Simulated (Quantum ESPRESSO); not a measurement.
# BN (F-43m) in Quantum ESPRESSO: a series of runs

One crystal, BN, is run at these levels: r2SCAN; tasks: single point, equation of state.

All numbers are computed with Quantum ESPRESSO 7.5; they aren't measurements. Logs are shortened: lines on timing, memory, paths and dates and some standing lists are left out, and cuts for length are marked.

**Experimental background.**

“Effect of nanostructuration on compressibility of cubic BN”, 2012, arxiv:1208.3664 quotes, for a bulk crystal of BN at 300 K: bulk modulus 395 ± 2 GPa.

The runs below are set against these values where they give the same quantity.

### Step 1. The crystal as given

It takes space group F-43m (No. 216, cubic). The conventional cell has a = 3.626 Å, b = 3.626 Å, c = 3.626 Å, α = 90.00°, β = 90.00°, γ = 90.00°. Around N (site symmetry -43m) lie 4 B at 1.57 Å. B (site symmetry -43m) has 4 N at 1.57 Å as nearest neighbours.

The cell is a database's computed one.

### Step 2. Single point, r2SCAN, 5.60 Å³/atom

pw.in

```
&CONTROL
  calculation = 'scf'
  prefix = 'pwscf'
  outdir = './tmp'
  pseudo_dir = './pseudo'
  tstress = .true.
  disk_io = 'nowf'
/
&SYSTEM
  ibrav = 0
  nat = 2
  ntyp = 2
  ecutwfc = 88
  nbnd = 9
  input_dft = 'r2scan'
  occupations = 'smearing'
  smearing = 'fd'
  degauss = 0.00367493
  nosym = .true.
  nr1 = 32
  nr2 = 32
  nr3 = 32
/
&ELECTRONS
  conv_thr = 1d-08
  electron_maxstep = 120
  mixing_beta = 0.5
/
ATOMIC_SPECIES
N     14.0070 N_ONCV_PBE-1.2.upf
B     10.8100 B_ONCV_PBE-1.2.upf
CELL_PARAMETERS angstrom
   0.0000000000    1.7759905947    1.7759905947
   1.7759905947    0.0000000000    1.7759905947
   1.7759905947    1.7759905947    0.0000000000
ATOMIC_POSITIONS crystal
N      0.2500000000    0.2500000000    0.2500000000
B      0.0000000000    0.0000000000    0.0000000000
K_POINTS automatic
10 10 10 0 0 0
```

Potentials or basis: SG15 PBE 1.2.

Command:

```sh
OMP_NUM_THREADS=1 mpirun -n 4 pw.x -nk 4 -in pw.in > pw.out
```

pw.out:

```text
This program is part of the open-source Quantum ESPRESSO suite
     for quantum simulation of materials; please cite
         "P. Giannozzi et al., J. Phys.:Condens. Matter 21 395502 (2009);
         "P. Giannozzi et al., J. Phys.:Condens. Matter 29 465901 (2017);
         "P. Giannozzi et al., J. Chem. Phys. 152 154105 (2020);
     in publications or presentations arising from this work. More details at

     IMPORTANT: XC functional enforced from input :
     Exchange-correlation= R2SCAN
                           (   0   0   0   0   0 497 498)
     Any further DFT definition will be discarded
     Please, verify this is what you really want

     K-points division:     npool     =       4
     Subspace diagonalization in iterative solution of the eigenvalue problem:
     a serial algorithm will be used

     G-vector sticks info
     --------------------
     sticks:   dense  smooth     PW     G-vecs:    dense   smooth      PW
     Sum         547     547    187                 8393     8393    1639

     Using Slab Decomposition

     bravais-lattice index     =            0
     lattice parameter (alat)  =       4.7463  a.u.
     unit-cell volume          =      75.6047 (a.u.)^3
     number of atoms/cell      =            2
     number of atomic types    =            2
     number of electrons       =         8.00
     number of Kohn-Sham states=            9
     kinetic-energy cutoff     =      88.0000  Ry
     charge density cutoff     =     352.0000  Ry
     scf convergence threshold =      1.0E-08
     mixing beta               =       0.5000
     number of iterations used =            8  plain     mixing
     Exchange-correlation= R2SCAN
                           (   0   0   0   0   0 497 498)

     celldm(1)=   4.746293  celldm(2)=   0.000000  celldm(3)=   0.000000
     celldm(4)=   0.000000  celldm(5)=   0.000000  celldm(6)=   0.000000

     crystal axes: (cart. coord. in units of alat)
               a(1) = (   0.000000   0.707107   0.707107 )
               a(2) = (   0.707107   0.000000   0.707107 )
               a(3) = (   0.707107   0.707107   0.000000 )

     reciprocal axes: (cart. coord. in units 2 pi/alat)
               b(1) = ( -0.707107  0.707107  0.707107 )
               b(2) = (  0.707107 -0.707107  0.707107 )
               b(3) = (  0.707107  0.707107 -0.707107 )

     PseudoPot. # 1 for N  read from file:
     N_ONCV_PBE-1.2.upf
     Pseudo is Norm-conserving, Zval =  5.0
     Generated using ONCVPSP code by D. R. Hamann
     Using radial grid of  602 points,  4 beta functions with:
                l(1) =   0
                l(2) =   0
                l(3) =   1
                l(4) =   1

     PseudoPot. # 2 for B  read from file:
     B_ONCV_PBE-1.2.upf
     Pseudo is Norm-conserving, Zval =  3.0
     Generated using ONCVPSP code by D. R. Hamann
     Using radial grid of  602 points,  4 beta functions with:
                l(1) =   0
                l(2) =   0
                l(3) =   1
                l(4) =   1

     atomic species   valence    mass     pseudopotential
     N                 5.00    14.00700     N ( 1.00)
     B                 3.00    10.81000     B ( 1.00)

     No symmetry found

   Cartesian axes

     site n.     atom                  positions (alat units)
         1        N      tau(   1) = (   0.3535534   0.3535534   0.3535534  )
         2        B      tau(   2) = (   0.0000000   0.0000000   0.0000000  )

     number of k points=   504  Fermi-Dirac smearing, width (Ry)=  0.0037

     Number of k-points >= 100: set verbosity='high' to print them.

     Dense  grid:     8393 G-vectors     FFT dimensions: (  32,  32,  32)

     WARNING: libxc functional with ID  497 depends
      on external parameters: check the user_guide of
      QE if you need to modify them or to check their
      default values.

     WARNING: libxc functional with ID  498 depends
      on external parameters: check the user_guide of
      QE if you need to modify them or to check their
      default values.

     Initial potential from superposition of free atoms

     starting charge       7.9803, renormalised to       8.0000
     Starting wfcs are random

     Self-consistent Calculation

     iteration #  1     ecut=    88.00 Ry     beta= 0.50
     Davidson diagonalization with overlap
     ethr =  1.00E-02,  avg # of iterations =  7.9

     total energy              =     -25.68502551 Ry
     estimated scf accuracy    <       4.83916926 Ry

     iteration #  2     ecut=    88.00 Ry     beta= 0.50
     Davidson diagonalization with overlap
     ethr =  1.00E-02,  avg # of iterations =  1.0

     total energy              =     -25.72992386 Ry
     estimated scf accuracy    <       0.75654256 Ry

     iteration #  3     ecut=    88.00 Ry     beta= 0.50
     Davidson diagonalization with overlap
     ethr =  9.46E-03,  avg # of iterations =  1.0

     total energy              =     -25.73175946 Ry
     estimated scf accuracy    <       0.04754835 Ry

     iteration #  4     ecut=    88.00 Ry     beta= 0.50
     Davidson diagonalization with overlap
     ethr =  5.94E-04,  avg # of iterations =  1.0

     total energy              =     -25.73187432 Ry
     estimated scf accuracy    <       0.00010112 Ry

     iteration #  5     ecut=    88.00 Ry     beta= 0.50
     Davidson diagonalization with overlap
     ethr =  1.26E-06,  avg # of iterations =  4.2

     total energy              =     -25.73188567 Ry
     estimated scf accuracy    <       0.00000905 Ry

     iteration #  6     ecut=    88.00 Ry     beta= 0.50
     Davidson diagonalization with overlap
     ethr =  1.13E-07,  avg # of iterations =  1.0

     total energy              =     -25.73188638 Ry
     estimated scf accuracy    <       0.00000175 Ry

     iteration #  7     ecut=    88.00 Ry     beta= 0.50
     Davidson diagonalization with overlap
     ethr =  2.18E-08,  avg # of iterations =  1.0

     total energy              =     -25.73188644 Ry
     estimated scf accuracy    <       0.00000009 Ry

     iteration #  8     ecut=    88.00 Ry     beta= 0.50
     Davidson diagonalization with overlap
     ethr =  1.11E-09,  avg # of iterations =  1.2

     End of self-consistent calculation

     Number of k-points >= 100: set verbosity='high' to print the bands.

     the Fermi energy is    14.3264 ev

!    total energy              =     -25.73188645 Ry
     estimated scf accuracy    <          8.1E-09 Ry
     smearing contrib. (-TS)   =       0.00000000 Ry
     internal energy E=F+TS    =     -25.73188645 Ry

     The total energy is F=E-TS. E is the sum of the following terms:
     one-electron contribution =       5.07807565 Ry
     hartree contribution      =       3.53498642 Ry
     xc contribution           =      -7.53682765 Ry
     ewald contribution        =     -26.80812087 Ry

     convergence has been achieved in   8 iterations

     Computing stress (Cartesian axis) and pressure

          total   stress  (Ry/bohr**3)                   (kbar)     P=      195.99
   0.00133231  -0.00000000  -0.00000000          195.99       -0.00       -0.00
  -0.00000000   0.00133230  -0.00000000           -0.00      195.99       -0.00
  -0.00000000  -0.00000000   0.00133230           -0.00       -0.00      195.99

=------------------------------------------------------------------------------=
   JOB DONE.
=------------------------------------------------------------------------------=
```

Wall time 36 s (4 MPI ranks of Intel Xeon Platinum 8488C (Sapphire Rapids), shared host); peak memory 0.32 GiB.

Results:

```yaml
Free_energy: -350.1002 eV
Pressure: 19.6 GPa
Band_gap_on_the_k_mesh: 5.06 eV, indirect (least direct gap 9.78 eV)
```

Caveat: the potentials were made for another functional, which shifts forces and pressure.

### Step 3. Single point, r2SCAN, 5.72 Å³/atom

Changes to pw.in since step 2:

```diff
@@ -32,5 +32,5 @@
 CELL_PARAMETERS angstrom
-   0.0000000000    1.7759905947    1.7759905947
-   1.7759905947    0.0000000000    1.7759905947
-   1.7759905947    1.7759905947    0.0000000000
+   0.0000000000    1.7884979828    1.7884979828
+   1.7884979828    0.0000000000    1.7884979828
+   1.7884979828    1.7884979828    0.0000000000
 ATOMIC_POSITIONS crystal
```

Potentials or basis: SG15 PBE 1.2.

Command:

```sh
OMP_NUM_THREADS=1 mpirun -n 4 pw.x -nk 4 -in pw.in > pw.out
```

Run time: 36 s. Hardware: 4 MPI ranks of Intel Xeon Platinum 8488C (Sapphire Rapids), shared host; peak memory 0.32 GiB.

Results (log left out):

| Property | Result |
| --- | --- |
| Free energy | -350.1224 eV |
| Pressure | 10.4 GPa |
| Band gap on the k mesh | 5.03 eV, indirect (least direct gap 9.67 eV) |

Caveat: the potentials were made for another functional, which shifts forces and pressure.

### Step 4. Single point, r2SCAN, 5.84 Å³/atom

Changes to pw.in since step 3:

```diff
@@ -32,5 +32,5 @@
 CELL_PARAMETERS angstrom
-   0.0000000000    1.7884979828    1.7884979828
-   1.7884979828    0.0000000000    1.7884979828
-   1.7884979828    1.7884979828    0.0000000000
+   0.0000000000    1.8008328414    1.8008328414
+   1.8008328414    0.0000000000    1.8008328414
+   1.8008328414    1.8008328414    0.0000000000
 ATOMIC_POSITIONS crystal
```

Command:

```sh
OMP_NUM_THREADS=1 mpirun -n 4 pw.x -nk 4 -in pw.in > pw.out
```

Run time: 37 s. Hardware: 4 MPI ranks of Intel Xeon Platinum 8488C (Sapphire Rapids), shared host; peak memory 0.28 GiB.

Results (log left out):

- Free energy: -350.1315 eV
- Pressure: 2.0 GPa
- Band gap on the k mesh: 5.00 eV, indirect (least direct gap 9.57 eV)

Caveat: the potentials were made for another functional, which shifts forces and pressure.

### Step 5. Single point, r2SCAN, 5.96 Å³/atom

Changes to pw.in since step 4:

```diff
@@ -32,5 +32,5 @@
 CELL_PARAMETERS angstrom
-   0.0000000000    1.8008328414    1.8008328414
-   1.8008328414    0.0000000000    1.8008328414
-   1.8008328414    1.8008328414    0.0000000000
+   0.0000000000    1.8130010000    1.8130010000
+   1.8130010000    0.0000000000    1.8130010000
+   1.8130010000    1.8130010000    0.0000000000
 ATOMIC_POSITIONS crystal
```

Command:

```sh
OMP_NUM_THREADS=1 mpirun -n 4 pw.x -nk 4 -in pw.in > pw.out
```

It took 37 s on 4 MPI ranks of Intel Xeon Platinum 8488C (Sapphire Rapids), shared host; peak memory 0.32 GiB.

Results (log left out):

| Item | Value |
| --- | --- |
| Free energy | -350.1287 eV |
| Pressure | -5.6 GPa |
| Band gap on the k mesh | 4.97 eV, indirect (least direct gap 9.47 eV) |

Caveat: the potentials were made for another functional, which shifts forces and pressure.

### Step 6. Single point, r2SCAN, 6.08 Å³/atom

Changes to pw.in since step 5:

```diff
@@ -32,5 +32,5 @@
 CELL_PARAMETERS angstrom
-   0.0000000000    1.8130010000    1.8130010000
-   1.8130010000    0.0000000000    1.8130010000
-   1.8130010000    1.8130010000    0.0000000000
+   0.0000000000    1.8250079791    1.8250079791
+   1.8250079791    0.0000000000    1.8250079791
+   1.8250079791    1.8250079791    0.0000000000
 ATOMIC_POSITIONS crystal
```

Potentials or basis: SG15 PBE 1.2.

Command:

```sh
OMP_NUM_THREADS=1 mpirun -n 4 pw.x -nk 4 -in pw.in > pw.out
```

It took 38 s on 4 MPI ranks of Intel Xeon Platinum 8488C (Sapphire Rapids), shared host; peak memory 0.32 GiB.

Results (log left out):

* Free energy: -350.1151 eV
* Pressure: -12.6 GPa
* Band gap on the k mesh: 4.94 eV, indirect (least direct gap 9.37 eV)

Caveat: the potentials were made for another functional, which shifts forces and pressure.

### Step 7. Single point, r2SCAN, 6.20 Å³/atom

Changes to pw.in since step 6:

```diff
@@ -32,5 +32,5 @@
 CELL_PARAMETERS angstrom
-   0.0000000000    1.8250079791    1.8250079791
-   1.8250079791    0.0000000000    1.8250079791
-   1.8250079791    1.8250079791    0.0000000000
+   0.0000000000    1.8368590123    1.8368590123
+   1.8368590123    0.0000000000    1.8368590123
+   1.8368590123    1.8368590123    0.0000000000
 ATOMIC_POSITIONS crystal
```

Command:

```sh
OMP_NUM_THREADS=1 mpirun -n 4 pw.x -nk 4 -in pw.in > pw.out
```

Wall time 34 s (4 MPI ranks of Intel Xeon Platinum 8488C (Sapphire Rapids), shared host); peak memory 0.32 GiB.

The run converged. Its results:

| Quantity | Value |
| --- | --- |
| Free energy | -350.0917 eV |
| Pressure | -18.9 GPa |
| Band gap on the k mesh | 4.91 eV, indirect (least direct gap 9.28 eV) |

Caveat: the potentials were made for another functional, which shifts forces and pressure.

### Step 8. Single point, r2SCAN, 6.32 Å³/atom

Changes to pw.in since step 7:

```diff
@@ -32,5 +32,5 @@
 CELL_PARAMETERS angstrom
-   0.0000000000    1.8368590123    1.8368590123
-   1.8368590123    0.0000000000    1.8368590123
-   1.8368590123    1.8368590123    0.0000000000
+   0.0000000000    1.8485590667    1.8485590667
+   1.8485590667    0.0000000000    1.8485590667
+   1.8485590667    1.8485590667    0.0000000000
 ATOMIC_POSITIONS crystal
```

Command:

```sh
OMP_NUM_THREADS=1 mpirun -n 4 pw.x -nk 4 -in pw.in > pw.out
```

Run time: 34 s. Hardware: 4 MPI ranks of Intel Xeon Platinum 8488C (Sapphire Rapids), shared host; peak memory 0.32 GiB.

The run converged. Its results:

```
Free energy            : -350.0593 eV
Pressure               : -24.6 GPa
Band gap on the k mesh : 4.88 eV, indirect (least direct gap 9.18 eV)
```

Caveat: the potentials were made for another functional, which shifts forces and pressure.

### Step 9. Equation of state, r2SCAN

Potentials or basis: SG15 PBE 1.2.

No new run: the results of the series are fitted here.

Results:

```yaml
Equilibrium_volume: 5.87 Å³/atom
Bulk_modulus: 384 GPa
Pressure_derivative_of_the_bulk_modulus: 3.7
```

Energy against volume, from the lowest point:
```csv
volume (Å³/atom),energy (meV/atom)
5.602,15.68
5.721,4.57
5.840,0.00
5.959,1.38
6.078,8.18
6.198,19.91
6.317,36.12
```

Caveat: the potentials were made for another functional, which shifts forces and pressure.

### Step 10. Against experiment

Step 9. Against the measured bulk modulus of BN, 395 GPa (300 K; quoted in “Effect of nanostructuration on compressibility of cubic BN”, 2012, arxiv:1208.3664), the calculated 384 GPa is off by -2.7 %. The fit is for a static lattice scaled at fixed shape and fixed fractional positions.
